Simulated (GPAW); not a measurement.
# CdSe (Cadmoselite) (P6_3mc) in GPAW: settings compared

The runs below take CdSe (Cadmoselite) through band structure, single point, with r2SCAN, TB-mBJ.

Program: GPAW 26.7.0. These are calculated values, not measurements. Logs are shortened: lines on timing, memory, paths and dates and some standing lists are left out, and cuts for length are marked. The log counts tension as positive stress, the text compression.

**Experimental background.**

From a printed reference work, data compilation, for a bulk crystal of CdSe at 2 K: band gap 1.841 eV.

How close the calculation comes is told below.

### 1 The crystal as given

Symmetry: P6_3mc, No. 186, hexagonal system. Conventional cell: a = 4.300 Å, b = 4.300 Å, c = 7.020 Å, α = 90.00°, β = 90.00°, γ = 120.00°. Cd (site symmetry 3m) has 4 Se at 2.61 to 2.70 Å as nearest neighbours. Around Se (site symmetry 3m) lie 4 Cd at 2.61 to 2.70 Å.

### 2 Band structure, r2SCAN, spin-orbit coupling, no magnetisation

run.py reads:

```python
import numpy as np
from ase.dft.bandgap import bandgap
from ase.io import read, write
from ase.units import GPa
from gpaw import GPAW, PW
from gpaw.spinorbit import soc_eigenstates

atoms = read('CdSe.xyz')

calc = GPAW(mode=PW(600),
            xc='MGGA_X_R2SCAN+MGGA_C_R2SCAN',
            kpts={'size': (5, 5, 3), 'gamma': True},
            occupations={'name': 'fermi-dirac', 'width': 0.05},
            nbands=31,
            convergence={'density': 1e-05, 'energy': 1e-05},
            maxiter=150,
            txt='gpaw.txt')
atoms.calc = calc
energy = atoms.get_potential_energy()
forces = atoms.get_forces()
stress = atoms.get_stress()
calc.write('gs.gpw')
write('result.traj', atoms)
print(f'Energy: {energy:.6f} eV')
print('Forces (eV/A):')
print(forces.round(4))
print('Stress (GPa):', (stress / GPa).round(3))
print('Fermi level:', round(calc.get_fermi_level(), 4), 'eV')
print(f'Gap: {bandgap(calc)[0]:.4f} eV, direct: {bandgap(calc, direct=True)[0]:.4f} eV')

path = atoms.cell.bandpath('GMKGALHA,LM,KH', npoints=80, eps=1e-4)
bs_calc = calc.fixed_density(kpts=path, symmetry='off', nbands=52,
                             convergence={'bands': 'CBM+6.0', 'eigenstates': 1e-6}, txt='bands.txt')
bs = bs_calc.band_structure()
bs.write('bs.json')
print(f'Gap on the path: {bandgap(bs_calc)[0]:.4f} eV')

soc = soc_eigenstates(bs_calc, theta=0, phi=0, ignore_xc_potential=True)
np.savetxt('soc_bands.dat', soc.eigenvalues(), fmt='%.4f')
mesh = soc_eigenstates('gs.gpw', theta=0, phi=0, ignore_xc_potential=True)
np.savetxt('soc_mesh.dat', mesh.eigenvalues(), fmt='%.4f')
print('Fermi level with spin-orbit coupling:', round(mesh.fermi_level, 4), 'eV')
```

CdSe.xyz reads:

```xyz
4
Lattice="4.3000000000 0.0000000000 0.0000000000 -2.1500000000 3.7239092363 0.0000000000 0.0000000000 0.0000000000 7.0200000000" Properties=species:S:1:pos:R:3 pbc="T T T"
Cd     2.1500000002      1.2413030786      3.5100000000
Cd    -0.0000000002      2.4826061577      0.0000000000
Se     2.1500000002      1.2413030786      6.2127000000
Se    -0.0000000002      2.4826061577      2.7027000000
```

Potentials or basis: GPAW PAW data sets (gpaw-data 1.2.1), pw.

On the command line:

```bash
OMP_NUM_THREADS=1 python run.py
```

gpaw.txt:

```text
__  _  _
 | _ |_)|_||  |
 |__||  | ||/\| - 26.7.0

Input parameters:
  mode=PW(ecut=600.0),
  convergence={'density': 1e-05, 'energy': 1e-05},
  kpts=MonkhorstPack(size=(5, 5, 3), gamma=True),
  maxiter=150,
  nbands=31,
  occupations=Occupations(name='fermi-dirac', width=0.05),
  xc=XC(name='MGGA_X_R2SCAN+MGGA_C_R2SCAN')

Diagonalizing LCAO Hamiltonian
Converting LCAO to pw mode

            Se

        Se  Cd

        Cd

Atoms  # Å, Bohr magnetons
|   | symbol |         x |        y |        z |    initial magnetic moments |
|---|--------|-----------|----------|----------|-----------------------------|
| 0 |     Cd |  2.150000 | 1.241303 | 3.510000 | ( 0.0000,  0.0000,  0.0000) |
| 1 |     Cd | -0.000000 | 2.482606 | 0.000000 | ( 0.0000,  0.0000,  0.0000) |
| 2 |     Se |  2.150000 | 1.241303 | 6.212700 | ( 0.0000,  0.0000,  0.0000) |
| 3 |     Se | -0.000000 | 2.482606 | 2.702700 | ( 0.0000,  0.0000,  0.0000) |

Unit cell  # Å
| periodic |         x |        y |        z |  lengths |     angles |
|----------|-----------|----------|----------|----------|------------|
|      yes |  4.300000 | 0.000000 | 0.000000 | 4.300000 |  90.000000 |
|      yes | -2.150000 | 3.723909 | 0.000000 | 4.300000 |  90.000000 |
|      yes |  0.000000 | 0.000000 | 7.020000 | 7.020000 | 120.000000 |

Number of symmetries: 6
Symmetry operations  # r_c * U_cc + t_c -> r_c
|   | kind |            matrix            |
|---|------|------------------------------|
| 0 |  σ   |  1, 1, 0,  0,-1, 0,  0, 0, 1 |
| 1 |  E   |  1, 0, 0,  0, 1, 0,  0, 0, 1 |
| 2 |  C3  |  0, 1, 0, -1,-1, 0,  0, 0, 1 |
| 3 |  σ   |  0,-1, 0, -1, 0, 0,  0, 0, 1 |
| 4 |  σ   | -1, 0, 0,  1, 1, 0,  0, 0, 1 |
| 5 |  C3  | -1,-1, 0,  1, 0, 0,  0, 0, 1 |

BZ-sampling:
  Number of BZ points: 75
  Number of IBZ points: 12

  Monkhorst-Pack size: [5, 5, 3]
  Monkhorst-Pack shift: [0, 0, 0]

K-points  # in reciprocal-cell coordinates
|     |                                coordinates |     weight |
|-----|--------------------------------------------|------------|
|   0 | (  0.00000000,   0.00000000,   0.00000000) | 0.01333333 |
|   1 | (  0.00000000,   0.00000000,   0.33333333) | 0.02666667 |
|   2 | (  0.20000000,   0.00000000,  -0.33333333) | 0.08000000 |
|   3 | (  0.20000000,   0.00000000,   0.00000000) | 0.08000000 |
|   4 | (  0.20000000,   0.00000000,   0.33333333) | 0.08000000 |
|   5 | (  0.40000000,  -0.20000000,   0.00000000) | 0.08000000 |
|   6 | (  0.40000000,  -0.20000000,   0.33333333) | 0.16000000 |
|   7 | (  0.40000000,   0.00000000,  -0.33333333) | 0.08000000 |
|   8 | (  0.40000000,   0.00000000,   0.00000000) | 0.08000000 |
|   9 | (  0.40000000,   0.00000000,   0.33333333) | 0.08000000 |
| ... |                                            |            |
|  11 | (  0.40000000,   0.40000000,   0.33333333) | 0.16000000 |

Plane wave coefficients: 3791
Cutoff: 600.0 eV

Spin-components: 1 (collinear spins)
Bands:           31
Projectors:      22
Spin-degeneracy: 2
Datatype:        complex128

Parallelization:
  kpt:    1
  domain: 1
  band:   1

Density:
  Valence electrons: 36.0
  Components: 1
  Grid points: [25 25 40]
  Charge: 0.0  # |e|

Potential:
  Grid points: [25 25 40]

species:
  Cd:
    name:    Cadmium
    Z:       48.0
    valence: 12
    core:    36
    charge:  0.0  # [|e|]
    compensation charges:
      type: gauss
      rc: 0.38  # [Å]
      lmax: 2
    cutoffs:
      filter: 2.12  # [Å]
      core: 2.62  # [Å]
    projectors
    | kind |    occ | energy [eV] | rcut [Å] |
    |------|--------|-------------|----------|
    |   5s |  2.000 |      -5.655 |    1.191 |
    |   5p |  0.000 |      -1.186 |    1.228 |
    |   4d | 10.000 |     -11.739 |    1.164 |
    |    s |        |      21.556 |    1.191 |
    |    p |        |      26.026 |    1.228 |
    |    d |        |      15.473 |    1.164 |

    Using partial waves for Cd as LCAO basis

  Se:
    name:    Selenium
    Z:       34.0
    valence: 6
    core:    28
    charge:  0.0  # [|e|]
    compensation charges:
      type: gauss
      rc: 0.27  # [Å]
      lmax: 2
    cutoffs:
      filter: 1.77  # [Å]
      core: 2.67  # [Å]
    projectors
    | kind |    occ | energy [eV] | rcut [Å] |
    |------|--------|-------------|----------|
    |   4s |  2.000 |     -17.277 |    0.847 |
    |   4p |  4.000 |      -6.512 |    1.005 |
    |    s |        |       9.935 |    0.847 |
    |    p |        |      20.699 |    1.005 |
    |    d |        |       0.000 |    0.847 |

    Using partial waves for Se as LCAO basis

Reference energy: -436553.300934  # eV

eigensolver:
  PPCG
  Converge bands: occupied
  niter=2

density mixing:
  MSR1-Mixer
  Pratt-step length: 0.05
  Maximum mixing coefficient: 0.75
  Old densities: 10
  SVD Regularization: 0.005
  Good broyden scale: 1.0
  Trust region scale: 1.0
  Backstep threshold: 4.0
  History deletion threshold: 6.0
  Fourier metric: weight=20.0, sigma=0.015

occupation numbers:
  Fermi-Dirac:
    width: 0.0500  # eV

poisson solver:
  ecut: 4800.0  # eV

xc functional:
  name: MGGA_X_R2SCAN+MGGA_C_R2SCAN with 2 nearest neighbor stencil

convergence criteria:
- Maximum integral of absolute [dens]ity change: 1e-05 electrons / valence electron
- Maximum [total energy] change in last 3 cyles: 1e-05 eV / valence electron
- Maximum integral of absolute [eigenst]ate change: 4e-08 eV^2 / valence electron
maximum number of iterations: 150

SCF iterations
|iter     | |      energy | eigst |  dens |
|---------|-|-------------|-------|-------|
|iter:   1| |  -62.451387 | -0.47 |       |
|iter:   2| |  -58.341963 | -1.19 | -1.20 |
|iter:   3| |  -63.545143 | -0.92 | -1.17 |
|iter:   4| |  -58.170839 | -1.08 | -0.68 |
|iter:   5| |  -57.971051 | -2.07 | -1.34 |
|iter:   6| |  -57.979520 | -3.11 | -2.00 |
|iter:   7| |  -57.980911 | -4.23 | -2.54 |
|iter:   8| |  -57.980914 | -5.87 | -3.52 |
|iter:   9| |  -57.980917c| -6.81 | -3.88 |
|iter:  10| |  -57.980917c| -7.49c| -4.37 |
|iter:  11| |  -57.980917c| -8.12c| -5.08c|

Converged in 11 steps
Energy contributions relative to reference atoms: (reference = -436553.300934)

Energy contributions:
  Kinetic:          58.317739
  Coulomb:         -52.039039
  Zero:             -0.129551
  External:          0.000000
  Xc:              -64.130066
  Entropy:          -0.000000
  Spinorbit:         0.000000
  ----------------------------
  Free energy:     -57.980917
  Extrapolated:    -57.980917

dipole moment: (0.000001, 0.000012, -18.240090)  # |e|*Ang

Fermi level: 3.951
Eigenvalues  # (at kpt = [0.000, 0.000, 0.000])
| band index |      eig [eV] | occ [0-2] |
|------------|---------------|-----------|
|          0 |        -9.685 |     2.000 |
|        ... |               |           |
|         10 |        -4.343 |     2.000 |
|         11 |        -4.056 |     2.000 |
|         12 |        -0.953 |     2.000 |
|         13 |         2.610 |     2.000 |
|         14 |         2.610 |     2.000 |
|         15 |         3.324 |     2.000 |
[... 8 lines left out ...]
|         24 |        10.866 |     0.000 |
|         25 |        11.472 |     0.000 |
|        ... |               |           |
|         30 |        14.969 |     0.000 |

Gap: 1.169 eV
Transition (v -> c):
  (s=0, k=0, n=17, [0.00, 0.00, 0.00]) -> (s=0, k=0, n=18, [0.00, 0.00, 0.00])
No difference between direct/indirect transitions

Forces  # eV/Ang
|        x |       y |        z |
|----------|---------|----------|
| -0.00000 | 0.00000 |  0.28106 |  # Cd   0
|  0.00000 | 0.00000 |  0.28154 |  # Cd   1
| -0.00000 | 0.00000 | -0.28352 |  # Se   2
|  0.00000 | 0.00000 | -0.28362 |  # Se   3

Stress tensor  # eV/Ang^3
|         x |         y |         z |
|-----------|-----------|-----------|
| -0.013561 |  0.000000 |  0.000000 |
|  0.000000 | -0.013561 |  0.000000 |
|  0.000000 |  0.000000 | -0.000491 |

# Writing to gs.gpw (mode='')
```

Run time: 4.5 min. Hardware: 1 thread of Intel Xeon Platinum 8488C (Sapphire Rapids), shared host; peak memory 0.72 GiB.

What came out:

```yaml
Free_energy: -57.9809 eV
Pressure: 1.5 GPa
Largest_force: 0.284 eV/Å
Band_gap_on_the_k_mesh: 1.05 eV, direct
Band_gap_along_the_path: 1.05 eV, direct
```

Forces in eV/Å, atoms in the order of the input:
```
Cd   0.000  0.000  0.281
Cd   0.000  0.000  0.282
Se   0.000  0.000 -0.284
Se   0.000  0.000 -0.284
```

Levels at the corners of the path, in eV from the valence-band top:
```csv
point,band 33,band 34,band 35,band 36,band 37,band 38,band 39,band 40
Γ,-0.01,-0.01,0.00,0.00,1.05,1.05,2.45,2.45
M,-1.41,-1.41,-0.95,-0.95,3.52,3.52,3.59,3.59
K,-1.98,-1.94,-1.84,-1.84,4.52,4.52,4.99,5.17
Γ,-0.01,-0.01,0.00,0.00,1.05,1.05,2.45,2.45
A,-0.38,-0.38,-0.38,-0.38,2.66,2.66,2.66,2.66
L,-1.39,-1.39,-1.39,-1.39,3.26,3.26,3.26,3.26
H,-1.24,-1.24,-1.18,-1.18,4.11,4.11,4.17,4.17
A,-0.38,-0.38,-0.38,-0.38,2.66,2.66,2.66,2.66
L,-1.39,-1.39,-1.39,-1.39,3.26,3.26,3.26,3.26
M,-1.41,-1.41,-0.95,-0.95,3.52,3.52,3.59,3.59
K,-1.98,-1.94,-1.84,-1.84,4.52,4.52,4.99,5.17
H,-1.24,-1.24,-1.18,-1.18,4.11,4.11,4.17,4.17
```

Caveat: spin-orbit coupling was added after a scalar SCF, so levels and gaps hold it while energy, forces, pressure and moments don't; this program's spin-orbit splittings come out too wide for heavy elements; the PAW data sets were made with another functional, which shifts forces and pressure a little.

### 3 Single point, TB-mBJ

run.py reads:

```python
from ase.dft.bandgap import bandgap
from ase.io import read, write
from gpaw import GPAW, PW

atoms = read('CdSe.cif')

calc = GPAW(mode=PW(600),
            xc='TB09',
            kpts={'size': (5, 5, 3), 'gamma': True},
            occupations={'name': 'fermi-dirac', 'width': 0.05},
            nbands=31,
            convergence={'density': 1e-05, 'energy': 1e-05},
            eigensolver='cg',
            maxiter=150,
            txt='gpaw.txt')
atoms.calc = calc
energy = atoms.get_potential_energy()
calc.write('gs.gpw')
write('result.traj', atoms)
print('Fermi level:', round(calc.get_fermi_level(), 4), 'eV')
print(f'Gap: {bandgap(calc)[0]:.4f} eV, direct: {bandgap(calc, direct=True)[0]:.4f} eV')
```

CdSe.cif reads:

```cif
data_CdSe
_cell_length_a 4.30000000
_cell_length_b 4.30000000
_cell_length_c 7.02000000
_cell_angle_alpha 90.00000000
_cell_angle_beta 90.00000000
_cell_angle_gamma 120.00000000
_space_group_name_H-M_alt 'P6_3mc'
_space_group_name_Hall 'P 6c -2c'
_space_group_IT_number 186
loop_
_space_group_symop_operation_xyz
'x,y,z'
'x-y,x,z+1/2'
'-y,x-y,z'
'-x,-y,z+1/2'
'-x+y,-x,z'
'y,-x+y,z+1/2'
'y,x,z+1/2'
'x,x-y,z'
'x-y,-y,z+1/2'
'-y,-x,z'
'-x,-x+y,z+1/2'
'-x+y,y,z'
loop_
_atom_site_label
_atom_site_type_symbol
_atom_site_symmetry_multiplicity
_atom_site_Wyckoff_symbol
_atom_site_fract_x
_atom_site_fract_y
_atom_site_fract_z
_atom_site_occupancy
Cd1 Cd 2 b 0.6666666667 0.3333333333 0.5000000000 1
Se1 Se 2 b 0.6666666667 0.3333333333 0.8850000000 1
```

Potentials or basis: GPAW PAW data sets for LDA (gpaw-data 1.2.1), pw.

On the command line:

```bash
OMP_NUM_THREADS=1 python run.py
```

gpaw.txt:

```text
___ ___ ___ _ _ _
 |   |   |_  | | | |
 | | | | | . | | | |
 |__ |  _|___|_____|  26.7.0
 |___|_|

Input parameters:
  convergence: {density: 1e-05,
                energy: 1e-05}
  eigensolver: cg
  kpts: {gamma: True,
         size: (5, 5, 3)}
  maxiter: 150
  mode: {ecut: 600.0,
         name: pw}
  nbands: 31
  occupations: {name: fermi-dirac,
                width: 0.05}
  xc: TB09

System changes: positions, numbers, cell, pbc, initial_charges, initial_magmoms

Initialize ...

species:
  Cd:
    name:    Cadmium
    Z:       48.0
    valence: 12
    core:    36
    charge:  0.0  # [|e|]
    compensation charges:
      type: gauss
      rc: 0.38  # [Å]
      lmax: 2
    cutoffs:
      filter: 2.12  # [Å]
      core: 2.62  # [Å]
    projectors
    | kind |    occ | energy [eV] | rcut [Å] |
    |------|--------|-------------|----------|
    |   5s |  2.000 |      -5.950 |    1.191 |
    |   5p |  0.000 |      -1.328 |    1.228 |
    |   4d | 10.000 |     -11.904 |    1.164 |
    |    s |        |      21.261 |    1.191 |
    |    p |        |      25.883 |    1.228 |
    |    d |        |      15.307 |    1.164 |

    Using partial waves for Cd as LCAO basis

  Se:
    name:    Selenium
    Z:       34.0
    valence: 6
    core:    28
    charge:  0.0  # [|e|]
    compensation charges:
      type: gauss
      rc: 0.27  # [Å]
      lmax: 2
    cutoffs:
[... 92 lines left out ...]

Density initialized from atomic densities
Creating initial wave functions:
  26 bands from LCAO basis set
  5 bands from random numbers

            Se

        Se  Cd

        Cd

Atomic positions and initial magnetic moments

Positions:
   0 Cd     2.150000    1.241303    3.510000    ( 0.0000,  0.0000,  0.0000)
   1 Cd     0.000000    2.482606    0.000000    ( 0.0000,  0.0000,  0.0000)
   2 Se     2.150000    1.241303    6.212700    ( 0.0000,  0.0000,  0.0000)
   3 Se     0.000000    2.482606    2.702700    ( 0.0000,  0.0000,  0.0000)

Unit cell:
           periodic     x           y           z      points  spacing
  1. axis:    yes    4.300000    0.000000    0.000000    25     0.1490
  2. axis:    yes   -2.150000    3.723909    0.000000    25     0.1490
  3. axis:    yes    0.000000    0.000000    7.020000    40     0.1755

  Lengths:   4.300000   4.300000   7.020000
  Angles:   90.000000  90.000000 120.000000

Effective grid spacing dv^(1/3) = 0.1651

iter:   1 12716.443863
iter:   2 12711.625181   +1.82  -1.09
iter:   3 12717.806274   +0.77  -1.01
iter:   4 12717.028748   -0.16  -1.20
iter:   5 12719.604837   -0.64  -1.10
iter:   6 12722.097145   -1.37  -1.17
iter:   7 12725.344470   -1.42  -1.21
iter:   8 12729.282560   -1.50  -1.29
iter:   9 12734.087074   -1.35  -1.41
iter:  10 12730.428138   -0.76  -1.60
iter:  11 12723.041892   -0.41  -1.78
[... 6 lines left out ...]
iter:  18 12734.095656   -4.10  -3.02
iter:  19 12734.096016   -4.04  -3.58
iter:  20 12734.004977   -4.47  -3.59
iter:  21 12734.024078   -4.36  -3.74
iter:  22 12734.024725   -5.24  -4.14
iter:  23 12734.025891   -6.17  -4.06
iter:  24 12734.032354   -6.50  -4.06
iter:  25 12734.035375   -6.75  -4.30
iter:  26 12734.040937   -7.01  -4.39
iter:  27 12734.042058   -6.97  -4.81
iter:  28 12734.042626   -7.58c -4.67
iter:  29 12734.044242   -8.03c -4.77
iter:  30 12734.044612   -7.75c -4.84
iter:  31 12734.046159   -8.47c -4.84
iter:  32 12734.047658   -8.08c -5.10c
iter:  33 12734.048495   -8.61c -5.36c
iter:  34 12734.049475   -8.49c -5.76c
iter:  35 12734.049220   -8.68c -5.94c
iter:  36 12734.049558c  -9.02c -5.99c

Converged after 36 iterations.

Dipole moment: (0.000002, -0.000001, 4.408679) |e|*Ang

Energy contributions relative to reference atoms: (reference = -436106.280585)

Kinetic:       +100.633798
Potential:      -86.762975
External:        +0.000000
XC:            +12721.017193
Entropy (-ST):   -0.000000
Local:           -0.838458
SIC:             +0.000000
--------------------------
Free energy:   +12734.049558
Extrapolated:  +12734.049558

Showing only first 2 kpts
 Kpt  Band  Eigenvalues  Occupancy
  0    16      3.93070    2.00000
  0    17      3.93070    2.00000
  0    18      5.95275    0.00000
  0    19      7.13624    0.00000

  1    16      3.76159    2.00000
  1    17      3.76159    2.00000
  1    18      7.01960    0.00000
  1    19      7.30310    0.00000

Fermi level: 4.95759

Gap: 2.022 eV
Transition (v -> c):
  (s=0, k=0, n=17, [0.00, 0.00, 0.00]) -> (s=0, k=0, n=18, [0.00, 0.00, 0.00])
No difference between direct/indirect transitions
Writing to gs.gpw (mode='')
```

Wall time 81 s (1 thread of Intel Xeon Platinum 8488C (Sapphire Rapids), shared host); peak memory 0.34 GiB.

What came out:

```yaml
Band_gap_on_the_k_mesh: 2.02 eV, direct
```

Caveat: a model potential gives levels but no total energy; the PAW data sets were made with another functional, which shifts forces and pressure a little.

### 4 Against experiment

Step 2. Against the measured gap of CdSe, 1.841 eV (2 K; a printed reference work, data compilation), the calculated 1.05 eV is off by -0.79 eV. The value is that of r2SCAN, without temperature or zero-point motion.

Step 3. Against the measured gap of CdSe, 1.841 eV (2 K; a printed reference work, data compilation), the calculated 2.02 eV is off by +0.18 eV. Spin-orbit coupling on Cd, Se is left out. The value is that of TB-mBJ, without temperature or zero-point motion.
